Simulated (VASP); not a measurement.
Runs of VASP 6.6.1 on ZnS. Symmetry: F-43m, No. 216, cubic system. Conventional cell: a = 5.404 Å, b = 5.404 Å, c = 5.404 Å, α = 90.00°, β = 90.00°, γ = 90.00°. Zn (site symmetry -43m) is surrounded by 4 S at 2.34 Å. S (site symmetry -43m) is surrounded by 4 Zn at 2.34 Å. 

| task | level | potentials or basis | cell | cutoff (eV) | smearing | gap on the mesh (eV) | pressure (GPa) | relaxed volume (Å³/atom) |
| --- | --- | --- | --- | --- | --- | --- | --- | --- |
| band structure | PBE | VASP PAW PBE potentials, release 64 (Zn, S) | as given | 520 | fermi-dirac 0.05 eV | 2.11 | - | - |
| band structure | LDA | VASP PAW LDA potentials, release 64 (Zn, S) | as given | 520 | fermi-dirac 0.05 eV | 1.89 | - | - |
| relaxation of cell and atoms | LDA | VASP PAW LDA potentials, release 64 (Zn, S) | relaxed | 600 | fermi-dirac 0.05 eV | 2.15 | -0.1 | 18.62 |
| relaxation of cell and atoms | PBE | VASP PAW PBE potentials, release 64 (Zn, S) | relaxed | 600 | fermi-dirac 0.05 eV | (a) | 0.0 | 20.20 |
| relaxation of cell and atoms | PBEsol | VASP PAW PBE potentials, release 64 (Zn, S) | relaxed | 600 | fermi-dirac 0.05 eV | 2.08 | 0.0 | (b) |
| single point | PBE | VASP PAW PBE potentials, release 64 (Zn, S) | as given | 520 | gaussian 0.011 eV | 2.11 | 1.8 | - |
| band structure | RPBE | VASP PAW PBE potentials, release 64 (Zn, S) | as given | 520 | fermi-dirac 0.05 eV | 2.28 | 4.3 | - |
| relaxation of cell and atoms | RPBE | VASP PAW PBE potentials, release 64 (Zn, S) | relaxed | 600 | fermi-dirac 0.05 eV | 2.02 | 0.0 | 20.96 |
| band structure | PBEsol | VASP PAW PBE potentials, release 64 (Zn, S) | as given | 520 | fermi-dirac 0.05 eV | 1.98 | - | - |

Alike in all rows: no spin polarisation; k mesh 9 × 9 × 9.

Problem. Fill in the values left out.

Solution. (a) 2.01; (b) 19.26.

Caveats: the PAW data sets were made with another functional, which shifts forces and pressure a little (some runs).

